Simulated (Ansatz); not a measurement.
# SnO: the cost of one run

Computed with Ansatz 0.2.0 (DFT PBE+D3(BJ), scalar-relativistic, plane waves, PAW, unless a step's input says otherwise).

### 1 The system as given

It takes space group P4/nmm (No. 129, tetragonal). The conventional cell has a = 3.802 Å, b = 3.802 Å, c = 22.307 Å, α = 90.00°, β = 90.00°, γ = 90.00°. Sn (site symmetry 4mm) is surrounded by 4 O at 2.22 Å. O (site symmetry -4m2) is surrounded by 4 Sn at 2.22 Å.

Coordinates:

```xyz
4
Lattice="3.8020 0.0000 0.0000 0.0000 3.8020 0.0000 0.0000 0.0000 22.3068" Properties=species:S:1:pos:R:3 pbc="T T T"
Sn    1.9010    0.0000   10.0000
O     0.0000    0.0000   11.1534
O     1.9010    1.9010   11.1534
Sn    0.0000    1.9010   12.3068
```

Free-standing sheet.

### 2 Relaxing the sheet and its cell in the plane

Contents of input.yaml:

```yaml
crystal:
  lattice:
    - [3.802, 0.0, 0.0]
    - [0.0, 3.802, 0.0]
    - [0.0, 0.0, 22.3067721335]
  atoms:
    - { symbol: Sn, position: [0.5, 0.0, 0.4482943538] }
    - { symbol: O, position: [0.0, 0.0, 0.5] }
    - { symbol: O, position: [0.5, 0.5, 0.5] }
    - { symbol: Sn, position: [0.0, 0.5, 0.5517056462] }
basis:
  ecutwfc: 420
  fft_grid_basis: typed
kpoints:
  mp_grid: { grid: [9, 9, 1] }
hamiltonian:
  xc: pbe
  dispersion: d3bj
scf:
  occupations: { method: gaussian, width: 0.05 }
output:
  forces: true
  eigenvalues: true
  stress: true
efield:
  axis: 3
  dipole_correction: true
  ramp_width: 0.04
relax:
  adjacent_minimum: "off"
  f_tol: 0.02
  max_steps: 60
  cell: { fix: [c, alpha, beta], stress_tol: 0.05 }
```

On the command line:

```bash
$ ansatz run input.yaml --threads 4 --pin off --max-ram 5898MiB --backend cpu --events-out ev --progress --plain --runs-dir out
```

**Question.** How long does this run take on 4 threads of AMD EPYC 9R45 (Zen 5), shared host, and how much memory does it need?

About 7.6 s, with a peak of 0.67 GiB.
